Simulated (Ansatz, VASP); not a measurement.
CuAu in VASP and in Ansatz

```
CELL_PARAMETERS angstrom
2.75800 0.00000 0.00000
0.00000 2.75800 0.00000
0.00000 0.00000 3.78010
ATOMIC_POSITIONS crystal
Cu 0.50000 0.50000 0.50000
Au 0.00000 0.00000 0.00000
```

Change from the starting cell: strain -0.015 along x and y, +0.030 along z, atoms carried along.

Alike in both runs: task single point; functional PBE; k mesh 18 × 18 × 14; occupations gaussian, width 0.15 eV; no spin polarisation.

|  | VASP | Ansatz |
| --- | --- | --- |
| version | VASP 6.6.1 | Ansatz 0.2.0 |
| potentials or method | VASP PAW PBE potentials, release 64 (Cu, Au) | scalar-relativistic, plane waves, PAW |
| plane-wave cutoff (eV) | 520 | 420 |
| valence electrons in the cell | 22 | 38 |

Ansatz gave:

| Property | Result |
| --- | --- |
| gap on the k mesh at the Fermi level (eV) | none |
| pressure (GPa) | 7.2 |
| largest component of the traceless stress (GPa) | 2.19 |

Q: Estimate VASP's values.

A: gap on the k mesh at the Fermi level (eV): none; pressure (GPa): 7.0; largest component of the traceless stress (GPa): 2.13.

A gap of «none» marks a metal or a gap that the smearing closes. The two sets of potentials don't hold the same shells in valence.

Spin-orbit coupling is left out, which matters for the levels of Au.
